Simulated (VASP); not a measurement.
**PbS under changes of volume**

One of the cells (27.220 Å³/atom); the others are scaled copies at fixed shape and fractional positions:

```xyz
2
Lattice="2.1267 1.2278 3.4748 -2.1267 1.2278 3.4748 0.0000 -2.4556 3.4748" Properties=species:S:1:pos:R:3 pbc="T T T"
Pb    0.0000    0.0000   10.2217
S     0.0000    0.0000    4.9519
```

The cell is a database's computed one.

| Item | Value |
| --- | --- |
| Program | VASP 6.6.1 |
| Functional | PBE |
| Potentials or basis | VASP PAW PBE potentials, release 64 (Pb_d, S) |
| Cutoff | 520 eV |
| k mesh | 8 × 8 × 8 |
| Occupations | fermi-dirac, width 0.05 eV |
| Spin | no spin polarisation |

| volume (Å³/atom) | energy over the lowest point (meV/atom) | pressure (GPa) | gap on the mesh (eV) | largest force (eV/Å) |
| --- | --- | --- | --- | --- |
| 25.085 | 29.38 | 4.8 | 0.24 | 0.053 |
| 25.618 | 15.52 | 3.4 | 0.32 | 0.041 |
| 26.152 | 6.28 | 2.0 | 0.39 | 0.030 |
| 27.220 | 0.00 | -0.2 | 0.52 | 0.009 |
| 27.753 | ? | ? | ? | ? |
| 28.287 | 7.38 | -2.1 | 0.64 | 0.011 |

What does the run at 27.753 Å³/atom give?

Energy over the lowest point 2.15 meV/atom; pressure -1.2 GPa; gap on the mesh 0.58 eV; largest force 0.001 eV/Å.

Worked out: A Birch-Murnaghan fit of order 3 (a polynomial in V^(-2/3)) to the other rows has its minimum at 27.14 Å³/atom with B0 = V·E''(V) = 53 GPa and B' = 4.3 at fixed shape and positions, which overstates the stiffness. It gives 2.15 meV/atom at 27.753 Å³/atom, against the run's 2.15, and -dE/dV = -1.1 GPa, against -1.2. A straight line through the other rows of the gap, of slope 3.31 eV per unit of ln V (its deformation potential), gives 0.58 eV, against the run's 0.58.

Energies are extrapolated to zero smearing.

Caveats: spin-orbit coupling is left out, which as a rule narrows the gap of such compounds by several tenths of an eV.

A mesh can miss the band edges.
